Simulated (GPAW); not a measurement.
A run of GPAW 26.7.0 is set up as follows.

File run.py:

```python
from ase import Atoms
from ase.dft.bandgap import bandgap
from ase.io import write
from ase.units import Bohr, GPa
from gpaw import GPAW, PW
from gpaw.elf import elf_from_dft_calculation

atoms = Atoms(['Mo'],
              cell=[[-1.5838089719, 1.5838089719, 1.5838089719],
                    [1.5838089719, -1.5838089719, 1.5838089719],
                    [1.5838089719, 1.5838089719, -1.5838089719]],
              scaled_positions=[[0.0, 0.0, 0.0]],
              pbc=True)

calc = GPAW(mode=PW(600),
            xc='PBE',
            kpts={'size': (12, 12, 12), 'gamma': True},
            occupations={'name': 'fermi-dirac', 'width': 0.05},
            nbands=16,
            convergence={'density': 1e-05, 'energy': 1e-05},
            maxiter=150,
            txt='gpaw.txt')
atoms.calc = calc
energy = atoms.get_potential_energy()
forces = atoms.get_forces()
stress = atoms.get_stress()
calc.write('gs.gpw')
write('result.traj', atoms)
print(f'Energy: {energy:.6f} eV')
print('Forces (eV/A):')
print(forces.round(4))
print('Stress (GPa):', (stress / GPa).round(3))
print('Fermi level:', round(calc.get_fermi_level(), 4), 'eV')
print(f'Gap: {bandgap(calc)[0]:.4f} eV, direct: {bandgap(calc, direct=True)[0]:.4f} eV')

# fields on the real-space grid
write('density.cube', atoms, data=calc.get_pseudo_density() * Bohr**3)
write('potential.cube', atoms, data=calc.get_electrostatic_potential())
write('elf.cube', atoms, data=elf_from_dft_calculation(calc).data)
```

Potentials or basis: GPAW PAW data sets (gpaw-data 1.2.1), pw.

Launch:

```console
$ OMP_NUM_THREADS=1 python run.py
```

**Question.** What does it give for the pressure?

**Answer.** -2.2 GPa.

**Question.** What does it give for the band gap on the k mesh?

**Answer.** None (metal or under the smearing width).
